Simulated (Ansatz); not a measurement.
# LuH2: the cost of one run

Method: DFT LDA, scalar-relativistic, in Ansatz 0.2.0.

## Step 1: The starting structure

Symmetry: Fm-3m, No. 225, cubic system. Conventional cell: a = 5.033 Å, b = 5.033 Å, c = 5.033 Å, α = 90.00°, β = 90.00°, γ = 90.00°. Lu (site symmetry m-3m) is surrounded by 8 H at 2.18 Å. H (site symmetry -43m) is surrounded by 4 Lu at 2.18 Å.

Coordinates:

```
CELL_PARAMETERS angstrom
0.00000 2.51650 2.51650
2.51650 0.00000 2.51650
2.51650 2.51650 0.00000
ATOMIC_POSITIONS crystal
Lu 0.00000 0.00000 0.00000
H 0.25000 0.25000 0.25000
H 0.75000 0.75000 0.75000
```

Atoms are numbered in the order of the input: Lu1, H2, H3.

## Step 2: After the deformation

Space group Fm-3m before, R-3m after.

## Step 3: Full-potential LAPW

input.yaml reads:

```yaml
crystal:
  lattice:
    - [-0.05033, 2.491335, 2.491335]
    - [2.491335, -0.05033, 2.491335]
    - [2.491335, 2.491335, -0.05033]
  atoms:
    - { symbol: Lu, position: [0.0, 0.0, 0.0] }
    - { symbol: H, position: [0.25, 0.25, 0.25] }
    - { symbol: H, position: [0.75, 0.75, 0.75] }
kpoints:
  mp_grid: { grid: [8, 8, 8] }
  band_path:
    path:
      - [0.0, 0.0, 0.0]
      - [0.5, 0.5, 0.5]
      - [0.2551801333, 0.5, 0.7448198667]
      - [-0.2551801333, 0.2551801333, 0.5]
      - [0.0, 0.0, 0.5]
      - [0.0, 0.0, 0.0]
      - [-0.3775900666, 0.0, 0.3775900666]
      - [0.0, 0.3775900666, 0.6224099334]
      - [0.0, 0.5, 0.5]
    npoints: 5
scf:
  occupations: { method: fermi_dirac, width: 0.02 }
hamiltonian:
  xc: lda
  pseudopotentials: { kind: all_electron, lapw: { basis_error: 0.001 } }
output:
  forces: true
  stress: true
  eigenvalues: true
```

Started as:

```console
$ ansatz run input.yaml --threads 1 --pin off --max-ram 4096MiB --backend cpu --events-out ev --progress --plain --runs-dir out
```

Q: Estimate wall time and peak memory on 1 thread of Arm Neoverse V1, shared host.

About 18 s, with a peak of 0.33 GiB.
